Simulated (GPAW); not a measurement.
# Ge (Fd-3m) in GPAW: further runs

The runs below take Ge through band structure, G0W0 quasiparticle levels, with PBE, RPBE.

Everything below comes from runs of GPAW 26.7.0. Logs are shortened: lines on timing, memory, paths and dates and some standing lists are left out, and cuts for length are marked. The log counts tension as positive stress, the text compression.

### 1 The structure

The structure is cubic, space group Fd-3m (No. 227). Conventional cell: a = 5.658 Å, b = 5.658 Å, c = 5.658 Å, α = 90.00°, β = 90.00°, γ = 90.00°. Around Ge (site symmetry -43m) lie 4 Ge at 2.45 Å.

### 2 Band structure, PBE

The input, run.py:

```python
from ase.dft.bandgap import bandgap
from ase.io import read, write
from gpaw import GPAW

atoms = read('Ge.cif')

calc = GPAW(mode='lcao',
            h=0.16,
            basis='sz(dzp)',
            xc='PBE',
            kpts={'size': (8, 8, 8), 'gamma': True},
            occupations={'name': 'fermi-dirac', 'width': 0.05},
            convergence={'density': 1e-05, 'energy': 1e-05},
            maxiter=150,
            txt='gpaw.txt')
atoms.calc = calc
energy = atoms.get_potential_energy()
forces = atoms.get_forces()
calc.write('gs.gpw')
write('result.traj', atoms)
print(f'Energy: {energy:.6f} eV')
print('Forces (eV/A):')
print(forces.round(4))
print('Fermi level:', round(calc.get_fermi_level(), 4), 'eV')
print(f'Gap: {bandgap(calc)[0]:.4f} eV, direct: {bandgap(calc, direct=True)[0]:.4f} eV')

path = atoms.cell.bandpath('GXWKGLUWLK,UX', npoints=80, eps=1e-4)
bs_calc = calc.fixed_density(kpts=path, symmetry='off', txt='bands.txt')
bs = bs_calc.band_structure()
bs.write('bs.json')
print(f'Gap on the path: {bandgap(bs_calc)[0]:.4f} eV')
```

The input, Ge.cif:

```cif
data_Ge
_cell_length_a 4.00068289
_cell_length_b 4.00068289
_cell_length_c 4.00068289
_cell_angle_alpha 60.00000000
_cell_angle_beta 60.00000000
_cell_angle_gamma 60.00000000
_space_group_name_H-M_alt 'P1'
_space_group_name_Hall 'P 1'
_space_group_IT_number 1
loop_
_space_group_symop_operation_xyz
'x,y,z'
loop_
_atom_site_label
_atom_site_type_symbol
_atom_site_symmetry_multiplicity
_atom_site_Wyckoff_symbol
_atom_site_fract_x
_atom_site_fract_y
_atom_site_fract_z
_atom_site_occupancy
Ge1 Ge 1 a 0.7500000000 0.7500000000 0.7500000000 1
Ge2 Ge 1 a 0.5000000000 0.5000000000 0.5000000000 1
```

Potentials or basis: GPAW PAW data sets (gpaw-data 1.2.1), lcao:sz(dzp).

Command:

```bash
OMP_NUM_THREADS=1 python run.py
```

gpaw.txt:

```text
__  _  _
 | _ |_)|_||  |
 |__||  | ||/\| - 26.7.0

Input parameters:
  mode=LCAO(),
  basis={'default': 'sz(dzp)'},
  convergence={'density': 1e-05, 'energy': 1e-05},
  h=0.16,
  kpts=MonkhorstPack(size=(8, 8, 8), gamma=True),
  maxiter=150,
  occupations=Occupations(name='fermi-dirac', width=0.05),
  xc=XC(name='PBE')

             Ge
       Ge

Atoms  # Å, Bohr magnetons
|   | symbol |        x |        y |        z |    initial magnetic moments |
|---|--------|----------|----------|----------|-----------------------------|
| 0 |     Ge | 6.001024 | 3.464693 | 2.449908 | ( 0.0000,  0.0000,  0.0000) |
| 1 |     Ge | 4.000683 | 2.309795 | 1.633272 | ( 0.0000,  0.0000,  0.0000) |

Unit cell  # Å
| periodic |        x |        y |        z |  lengths |    angles |
|----------|----------|----------|----------|----------|-----------|
|      yes | 4.000683 | 0.000000 | 0.000000 | 4.000683 | 60.000000 |
|      yes | 2.000341 | 3.464693 | 0.000000 | 4.000683 | 60.000000 |
|      yes | 2.000341 | 1.154898 | 3.266544 | 4.000683 | 60.000000 |

Number of symmetries: 24
Symmetry operations  # r_c * U_cc + t_c -> r_c
|    | kind |            matrix            |
|----|------|------------------------------|
|  0 |  E   |  1, 0, 0,  0, 1, 0,  0, 0, 1 |
|  1 |  σ   |  1, 0, 0,  0, 0, 1,  0, 1, 0 |
|  2 |  σ   |  1, 0,-1,  0, 1,-1,  0, 0,-1 |
|  3 |  C3  |  1, 0,-1,  0, 0,-1,  0, 1,-1 |
|  4 |  C3  |  1,-1, 0,  0,-1, 1,  0,-1, 0 |
|  5 |  σ   |  1,-1, 0,  0,-1, 0,  0,-1, 1 |
|  6 |  σ   |  0, 1, 0,  1, 0, 0,  0, 0, 1 |
|  7 |  C3  |  0, 1, 0,  0, 0, 1,  1, 0, 0 |
|  8 |  C2  |  0, 1,-1,  1, 0,-1,  0, 0,-1 |
|  9 |  S4  |  0, 1,-1,  0, 0,-1,  1, 0,-1 |
| 10 |  C3  |  0, 0, 1,  1, 0, 0,  0, 1, 0 |
| 11 |  σ   |  0, 0, 1,  0, 1, 0,  1, 0, 0 |
| 12 |  S4  |  0, 0,-1,  1, 0,-1,  0, 1,-1 |
| 13 |  C3  |  0, 0,-1,  0, 1,-1,  1, 0,-1 |
| 14 |  S4  |  0,-1, 1,  1,-1, 0,  0,-1, 0 |
| 15 |  C2  |  0,-1, 1,  0,-1, 0,  1,-1, 0 |
| 16 |  C3  |  0,-1, 0,  1,-1, 0,  0,-1, 1 |
| 17 |  S4  |  0,-1, 0,  0,-1, 1,  1,-1, 0 |
| 18 |  S4  | -1, 1, 0, -1, 0, 1, -1, 0, 0 |
| 19 |  C3  | -1, 1, 0, -1, 0, 0, -1, 0, 1 |
| 20 |  C3  | -1, 0, 1, -1, 1, 0, -1, 0, 0 |
| 21 |  S4  | -1, 0, 1, -1, 0, 0, -1, 1, 0 |
| 22 |  σ   | -1, 0, 0, -1, 1, 0, -1, 0, 1 |
| 23 |  C2  | -1, 0, 0, -1, 0, 1, -1, 1, 0 |

BZ-sampling:
  Number of BZ points: 512
  Number of IBZ points: 29

  Monkhorst-Pack size: [8, 8, 8]
  Monkhorst-Pack shift: [0.0625, 0.0625, 0.0625]

K-points  # in reciprocal-cell coordinates
|     |                                coordinates |     weight |
|-----|--------------------------------------------|------------|
|   0 | (  0.00000000,   0.00000000,   0.00000000) | 0.00195312 |
|   1 | (  0.12500000,   0.12500000,   0.00000000) | 0.01171875 |
|   2 | (  0.12500000,   0.12500000,   0.12500000) | 0.01562500 |
|   3 | (  0.25000000,   0.12500000,   0.12500000) | 0.02343750 |
|   4 | (  0.25000000,   0.25000000,   0.00000000) | 0.01171875 |
|   5 | (  0.25000000,   0.25000000,   0.12500000) | 0.04687500 |
|   6 | (  0.25000000,   0.25000000,   0.25000000) | 0.01562500 |
|   7 | (  0.37500000,   0.25000000,  -0.37500000) | 0.04687500 |
|   8 | (  0.37500000,   0.25000000,   0.12500000) | 0.04687500 |
|   9 | (  0.37500000,   0.25000000,   0.25000000) | 0.04687500 |
| ... |                                            |            |
|  28 | (  0.50000000,   0.50000000,   0.50000000) | 0.00781250 |

basis functions: 8
Spin-components: 1 (collinear spins)
Bands:           8
Projectors:      10
Spin-degeneracy: 2
Datatype:        <class 'complex'>

Parallelization:
  kpt:    1
  domain: 1
  band:   1

Density:
  Valence electrons: 8.0
  Components: 1
  Grid points: [20 20 20]
  Charge: 0.0  # |e|

Potential:
  Grid points: [20 20 20]

species:
  Ge:
    name:    Germanium
    Z:       32.0
    valence: 4
    core:    28
    charge:  0.0  # [|e|]
    compensation charges:
      type: gauss
      rc: 0.32  # [Å]
      lmax: 2
    cutoffs:
      filter: 1.77  # [Å]
      core: 3.42  # [Å]
    projectors
    | kind |    occ | energy [eV] | rcut [Å] |
    |------|--------|-------------|----------|
    |   4s |  2.000 |     -11.726 |    1.005 |
    |   4p |  2.000 |      -3.896 |    1.005 |
    |    s |        |      15.485 |    1.005 |
    |    p |        |      23.315 |    1.005 |
    |    d |        |       0.000 |    1.005 |

    LCAO basis set for Ge:
      Name: sz(dzp)
      File: <dir>
      Number of radial functions: 2
      Number of spherical harmonics: 4
        l=0, rc=6.6406 Bohr: 4s-sz confined orbital
        l=1, rc=8.9688 Bohr: 4p-sz confined orbital
      Number of RI-basis functions 0

Reference energy: -114195.275705  # eV

eigensolver:
  <gpaw.new.lcao.eigensolver.LCAOEigensolver object>
density mixing:
  MSR1-Mixer
  Pratt-step length: 0.05
  Maximum mixing coefficient: 0.75
  Old densities: 10
  SVD Regularization: 0.005
  Good broyden scale: 1.0
  Trust region scale: 1.0
  Backstep threshold: 4.0
  History deletion threshold: 6.0
  Fourier metric: weight=20.0, sigma=0.015

occupation numbers:
  Fermi-Dirac:
    width: 0.0500  # eV

FastPoissonSolver using
    Stencil: 12*3+1=37 point O(h^6) finite-difference Laplacian
    FFT axes: [np.int64(0), np.int64(1), np.int64(2)]
    FST axes: []

xc functional:
  name: PBE with 2 nearest neighbor stencil
interpolation: tri-quintic # 5. degree polynomial

             Ge
       Ge

Atoms  # Å, Bohr magnetons
|   | symbol |        x |        y |        z |    initial magnetic moments |
|---|--------|----------|----------|----------|-----------------------------|
| 0 |     Ge | 6.001024 | 3.464693 | 2.449908 | ( 0.0000,  0.0000,  0.0000) |
| 1 |     Ge | 4.000683 | 2.309795 | 1.633272 | ( 0.0000,  0.0000,  0.0000) |

Unit cell  # Å
| periodic |        x |        y |        z |  lengths |    angles |
|----------|----------|----------|----------|----------|-----------|
|      yes | 4.000683 | 0.000000 | 0.000000 | 4.000683 | 60.000000 |
|      yes | 2.000341 | 3.464693 | 0.000000 | 4.000683 | 60.000000 |
|      yes | 2.000341 | 1.154898 | 3.266544 | 4.000683 | 60.000000 |

Number of symmetries: 24
Symmetry operations  # r_c * U_cc + t_c -> r_c
|    | kind |            matrix            |
|----|------|------------------------------|
|  0 |  E   |  1, 0, 0,  0, 1, 0,  0, 0, 1 |
|  1 |  σ   |  1, 0, 0,  0, 0, 1,  0, 1, 0 |
|  2 |  σ   |  1, 0,-1,  0, 1,-1,  0, 0,-1 |
|  3 |  C3  |  1, 0,-1,  0, 0,-1,  0, 1,-1 |
|  4 |  C3  |  1,-1, 0,  0,-1, 1,  0,-1, 0 |
|  5 |  σ   |  1,-1, 0,  0,-1, 0,  0,-1, 1 |
|  6 |  σ   |  0, 1, 0,  1, 0, 0,  0, 0, 1 |
|  7 |  C3  |  0, 1, 0,  0, 0, 1,  1, 0, 0 |
|  8 |  C2  |  0, 1,-1,  1, 0,-1,  0, 0,-1 |
|  9 |  S4  |  0, 1,-1,  0, 0,-1,  1, 0,-1 |
| 10 |  C3  |  0, 0, 1,  1, 0, 0,  0, 1, 0 |
| 11 |  σ   |  0, 0, 1,  0, 1, 0,  1, 0, 0 |
| 12 |  S4  |  0, 0,-1,  1, 0,-1,  0, 1,-1 |
| 13 |  C3  |  0, 0,-1,  0, 1,-1,  1, 0,-1 |
| 14 |  S4  |  0,-1, 1,  1,-1, 0,  0,-1, 0 |
| 15 |  C2  |  0,-1, 1,  0,-1, 0,  1,-1, 0 |
| 16 |  C3  |  0,-1, 0,  1,-1, 0,  0,-1, 1 |
| 17 |  S4  |  0,-1, 0,  0,-1, 1,  1,-1, 0 |
| 18 |  S4  | -1, 1, 0, -1, 0, 1, -1, 0, 0 |
| 19 |  C3  | -1, 1, 0, -1, 0, 0, -1, 0, 1 |
| 20 |  C3  | -1, 0, 1, -1, 1, 0, -1, 0, 0 |
| 21 |  S4  | -1, 0, 1, -1, 0, 0, -1, 1, 0 |
| 22 |  σ   | -1, 0, 0, -1, 1, 0, -1, 0, 1 |
| 23 |  C2  | -1, 0, 0, -1, 0, 1, -1, 1, 0 |

BZ-sampling:
  Number of BZ points: 512
  Number of IBZ points: 29

  Monkhorst-Pack size: [8, 8, 8]
  Monkhorst-Pack shift: [0.0625, 0.0625, 0.0625]

K-points  # in reciprocal-cell coordinates
|     |                                coordinates |     weight |
|-----|--------------------------------------------|------------|
|   0 | (  0.00000000,   0.00000000,   0.00000000) | 0.00195312 |
|   1 | (  0.12500000,   0.12500000,   0.00000000) | 0.01171875 |
|   2 | (  0.12500000,   0.12500000,   0.12500000) | 0.01562500 |
|   3 | (  0.25000000,   0.12500000,   0.12500000) | 0.02343750 |
|   4 | (  0.25000000,   0.25000000,   0.00000000) | 0.01171875 |
|   5 | (  0.25000000,   0.25000000,   0.12500000) | 0.04687500 |
|   6 | (  0.25000000,   0.25000000,   0.25000000) | 0.01562500 |
|   7 | (  0.37500000,   0.25000000,  -0.37500000) | 0.04687500 |
|   8 | (  0.37500000,   0.25000000,   0.12500000) | 0.04687500 |
|   9 | (  0.37500000,   0.25000000,   0.25000000) | 0.04687500 |
| ... |                                            |            |
|  28 | (  0.50000000,   0.50000000,   0.50000000) | 0.00781250 |

basis functions: 8
Spin-components: 1 (collinear spins)
Bands:           8
Projectors:      10
Spin-degeneracy: 2
Datatype:        <class 'complex'>

Parallelization:
  kpt:    1
  domain: 1
  band:   1

Density:
  Valence electrons: 8.0
  Components: 1
  Grid points: [20 20 20]
  Charge: 0.0  # |e|

Potential:
  Grid points: [20 20 20]

species:
  Ge:
    name:    Germanium
    Z:       32.0
    valence: 4
    core:    28
    charge:  0.0  # [|e|]
    compensation charges:
      type: gauss
      rc: 0.32  # [Å]
      lmax: 2
    cutoffs:
      filter: 1.77  # [Å]
      core: 3.42  # [Å]
    projectors
    | kind |    occ | energy [eV] | rcut [Å] |
    |------|--------|-------------|----------|
    |   4s |  2.000 |     -11.726 |    1.005 |
    |   4p |  2.000 |      -3.896 |    1.005 |
    |    s |        |      15.485 |    1.005 |
    |    p |        |      23.315 |    1.005 |
    |    d |        |       0.000 |    1.005 |

    LCAO basis set for Ge:
      Name: sz(dzp)
      File: <dir>
      Number of radial functions: 2
      Number of spherical harmonics: 4
        l=0, rc=6.6406 Bohr: 4s-sz confined orbital
        l=1, rc=8.9688 Bohr: 4p-sz confined orbital
      Number of RI-basis functions 0

Reference energy: -114195.275705  # eV

eigensolver:
  <gpaw.new.lcao.eigensolver.LCAOEigensolver object>
density mixing:
  MSR1-Mixer
  Pratt-step length: 0.05
  Maximum mixing coefficient: 0.75
  Old densities: 10
  SVD Regularization: 0.005
  Good broyden scale: 1.0
  Trust region scale: 1.0
  Backstep threshold: 4.0
  History deletion threshold: 6.0
  Fourier metric: weight=20.0, sigma=0.015

occupation numbers:
  Fermi-Dirac:
    width: 0.0500  # eV

FastPoissonSolver using
    Stencil: 12*3+1=37 point O(h^6) finite-difference Laplacian
    FFT axes: [np.int64(0), np.int64(1), np.int64(2)]
    FST axes: []

xc functional:
  name: PBE with 2 nearest neighbor stencil
interpolation: tri-quintic # 5. degree polynomial

convergence criteria:
- Maximum integral of absolute [dens]ity change: 1e-05 electrons / valence electron
- Maximum [total energy] change in last 3 cyles: 1e-05 eV / valence electron
- Maximum integral of absolute [eigenst]ate change: 4e-08 eV^2 / valence electron
maximum number of iterations: 150

SCF iterations
|iter     | |      energy | eigst |  dens |
|---------|-|-------------|-------|-------|
|iter:   1| |   -8.232019 |      c|       |
|iter:   2| |   -8.229067 |      c| -1.12 |
|iter:   3| |   -8.204038 |      c| -1.14 |
|iter:   4| |   -8.201832 |      c| -1.67 |
|iter:   5| |   -8.201829 |      c| -3.29 |
|iter:   6| |   -8.201828c|      c| -3.73 |
|iter:   7| |   -8.201828c|      c| -6.33c|

Converged in 7 steps
Energy contributions relative to reference atoms: (reference = -114195.275705)

Energy contributions:
  Kinetic:          13.775475
  Coulomb:         -12.137950
  Zero:              0.033227
  External:          0.000000
  Xc:               -9.872361
  Entropy:          -0.000438
  Spinorbit:         0.000000
  ----------------------------
  Free energy:      -8.202047
  Extrapolated:     -8.201828

dipole moment: (5.395782, 3.115256, 2.202819)  # |e|*Ang

Fermi level: 5.785
Eigenvalues  # (at kpt = [0.000, 0.000, 0.000])
| band index |      eig [eV] | occ [0-2] |
|------------|---------------|-----------|
|          0 |        -7.119 |     2.000 |
|          1 |         5.648 |     1.878 |
|          2 |         5.746 |     1.374 |
|          3 |         5.746 |     1.372 |
|          4 |         5.746 |     1.372 |
|          5 |         8.655 |     0.000 |
|          6 |         8.655 |     0.000 |
|          7 |         8.655 |     0.000 |

No gap
No difference between direct/indirect transitions

Forces  # eV/Ang
|        x |        y |       z |
|----------|----------|---------|
|  0.00000 |  0.00000 | 0.00000 |  # Ge   0
| -0.00000 | -0.00000 | 0.00000 |  # Ge   1

# Writing to gs.gpw (mode='')
```

Wall time 13 s (1 thread of Intel Xeon 6975P-C (Granite Rapids), shared host); peak memory 0.16 GiB.

These settings aren't checked as converged: the numbers below hold their error.

What came out:

| Property | Result |
| --- | --- |
| Free energy | -8.2020 eV |
| Band gap along the path | none (metal or under the smearing width) |

Caveat: the real-space grid adds noise to forces; the basis of atomic orbitals isn't converged, which shifts pressures, moduli and gaps.

(Part 1 of 2 ends here.)
